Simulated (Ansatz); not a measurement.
This HfO2 structure is the end of a relaxation. It was relaxed at this level from a cell as deposited in COD.

Level of theory: DFT PBE, scalar-relativistic, plane waves, PAW in Ansatz. Cutoff 420 eV, Γ-centred mesh, Gaussian smearing, no spin polarisation.

```
CELL_PARAMETERS angstrom
0.00000 2.54881 2.54881
2.54881 0.00000 2.54881
2.54881 2.54881 0.00000
ATOMIC_POSITIONS crystal
Hf 0.00000 0.00000 0.00000
O 0.25000 0.25000 0.25000
O 0.75000 0.75000 0.75000
```

The zero of energy is the elements' standard structures at the same level (O₂ as a molecule); no fitted shifts are applied.

Question: What space group does it have?

Answer: Fm-3m (No. 225), the fluorite type. Conventional cell: a = 5.098 Å. Around Hf lie 8 O at 2.21 Å; around O lie 4 Hf at 2.21 Å and 6 O at 2.55 Å.

Question: How far does it lie from the elements in energy?

Answer: −3.371 eV/atom.

Question: Is it a metal?

Answer: No, the gap on the 8×8×8 mesh is 3.75 eV.

The last run used an 8×8×8 mesh for its 3-atom cell and Gaussian smearing of 0.02 eV. Spin–orbit coupling, which can matter for Hf, is left out. Kohn–Sham gaps at this level usually fall short of measured ones. Symmetry constrained the relaxation, so the result can be a saddle point. Another cell of HfO2 relaxed alike, in P4_2/mnm (a Materials Project cell), lies 64 meV/atom lower, so this cell isn't the stable form at this level.
